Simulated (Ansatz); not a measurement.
Write the native input for Ansatz 0.2.0 that does the following.

```
Task                : relaxation of cell and atoms
Functional          : RPBE
Dispersion          : D3(BJ)
Potentials or basis : Ansatz PAW
Cutoff              : 420 eV (not typed: the program's choice for these potentials)
k mesh              : 9 × 9 × 9
Occupations         : fermi-dirac, width 0.05 eV
Spin                : collinear spin, ferromagnetic start
Starting moments    : [2.0, 1.0] μB
```

The system is TiCo.

```
Co Ti
1.0
     2.98611    0.00000    0.00000
     0.00000    2.98611    0.00000
     0.00000    0.00000    2.98611
Co Ti
1 1
Direct
  0.50000 0.50000 0.50000
  0.00000 0.00000 0.00000
```

The cell comes from a database or a generator and needn't be the stable form of this composition.

These files were run (other wordings do the same):

input.yaml

```yaml
crystal:
  lattice:
    - [2.98611099, 0.0, 0.0]
    - [0.0, 2.98611099, 0.0]
    - [0.0, 0.0, 2.98611099]
  atoms:
    - { symbol: Co, position: [0.5, 0.5, 0.5], spin: 2.0 }
    - { symbol: Ti, position: [0.0, 0.0, 0.0], spin: 1.0 }
hamiltonian:
  xc: rpbe
  pseudopotentials: { kind: paw }
  dispersion: d3bj
magnetization:
  spin_polarized: true
kpoints:
  mp_grid: { grid: [9, 9, 9] }
scf:
  occupations: { method: fermi_dirac, width: 0.05 }
output:
  forces: true
  stress: true
relax:
  f_tol: 0.01
  max_steps: 40
  cell: { stress_tol: 0.05 }
```

Potentials or basis: Ansatz PAW.

Run with:

```bash
$ ansatz run input.yaml --threads 2 --pin off --max-ram 5632MiB --backend cpu --events-out ev --progress --plain --runs-dir out
```

It gave:

```
Relaxed volume                         : 11.02 Å³/atom
Relaxed cell                           : a = 2.804 Å, b = 2.804 Å, c = 2.804 Å, α = 90.00°, β = 90.00°, γ = 90.00°
Space group after relaxing (to 0.05 Å) : Pm-3m (No. 221)
Energy gained by relaxing              : 279.2 meV/atom
Ionic steps                            : 5
Pressure after relaxing                : 0.0 GPa
Net moment                             : 0.52 μB per cell
Absolute moment                        : 0.58 μB per cell
Site moments                           : Co +0.52; Ti +0.02 μB
```

Caveat: the volume moved by over 15 % at a fixed basis, so the end points are rough; the plane-wave basis is chosen anew once the cell has moved, so the energies of steps on either side of that aren't comparable; the PAW data sets come from PBE, with cores solved anew for the run's functional, which leaves a small shift of forces and pressure.

It took 6 s on 2 threads of Intel(R) Xeon(R) 6975P-C (Granite Rapids), with other jobs on the host, peak memory 0.4 GiB.
